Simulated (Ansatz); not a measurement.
Two Ansatz runs on YN

The cell is COD entry 9008768, as deposited and not checked against the literature; nothing was relaxed.

First run: DFT, PBE, all-electron LAPW, scalar-relativistic (Ansatz 0.2.0).

Command: `ansatz run input.yaml --threads 1 --pin off --max-ram 2048MiB --backend cpu --events-out ev --progress --plain --runs-dir out` The run took about 7.8 s on 1 thread of a shared machine.

```yaml
crystal:
  lattice:
    - [0.0, 2.4385, 2.4385]
    - [2.4385, 0.0, 2.4385]
    - [2.4385, 2.4385, 0.0]
  atoms:
    - { symbol: "Y", position: [0.0, 0.0, 0.0] }
    - { symbol: "N", position: [0.5, 0.5, 0.5] }
kpoints:
  mp_grid: { grid: [11, 11, 11] }
  band_path:
    path:
      - [0.0, 0.0, 0.0]
      - [0.5, 0.0, 0.5]
      - [0.625, 0.25, 0.625]
      - [0.375, 0.375, 0.75]
      - [0.0, 0.0, 0.0]
      - [0.5, 0.5, 0.5]
      - [0.5, 0.25, 0.75]
      - [0.5, 0.0, 0.5]
    npoints: 8
scf:
  occupations: { method: fermi_dirac, width: 0.03 }
hamiltonian:
  xc: pbe
  pseudopotentials: { kind: all_electron, lapw: { basis_error: 0.001 } }
output:
  forces: true
  stress: true
  eigenvalues: true
  populations: true
  dos: { projected: true, de: 0.2, e_range: [-14, 8] }
```

Result: converged; pressure 2.96 GPa; gap on the k mesh 0.22 eV (the mesh can miss the band edges); 9 SCF iterations.

The input is then changed:

```diff
@@ -22,4 +22,5 @@
 scf:
   occupations: { method: fermi_dirac, width: 0.03 }
+  mixing: { algorithm: broyden, beta: 0.1, ndim: 8 }
 hamiltonian:
   xc: pbe
@@ -30,4 +31,4 @@
   eigenvalues: true
   populations: true
-  dos: { projected: true, de: 0.2, e_range: [-14, 8] }
+accuracy: medium
```

(1) Predict the outcome of the changed run.

Answers

(1) It converged; energy at zero smearing 0.0 meV/atom from the first run; pressure 2.96 GPa; gap on the k mesh 0.22 eV (the mesh can miss the band edges); 11 SCF iterations.
